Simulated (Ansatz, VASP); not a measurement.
**Two plane-wave programs on LiH**

```
CELL_PARAMETERS angstrom
0.00000 1.97661 1.97661
1.97661 0.00000 1.97661
1.97661 1.97661 0.00000
ATOMIC_POSITIONS crystal
Li 0.00000 0.00000 0.00000
H 0.50000 0.50000 0.50000
```

Alike in both runs: task single point; functional PBEsol; k mesh 14 × 14 × 14; occupations gaussian, width 0.05 eV; no spin polarisation.

|  | VASP | Ansatz |
| --- | --- | --- |
| version | VASP 6.6.1 | Ansatz 0.2.0 |
| potentials or method | VASP PAW PBE potentials, release 64 (Li_sv, H) | scalar-relativistic, plane waves, PAW |
| plane-wave cutoff (eV) | 520 | 420 |
| valence electrons in the cell | 4 | 4 |

|  | VASP | Ansatz | Ansatz less VASP |
| --- | --- | --- | --- |
| gap on the k mesh at the Fermi level (eV) | 2.71 | 2.71 | -0.001 |
| least direct gap on the mesh (eV) | 2.71 | 2.71 | -0.001 |

 PBEsol gaps usually lie below the measured ones, often by a third to a half. A k mesh can miss the band edges.
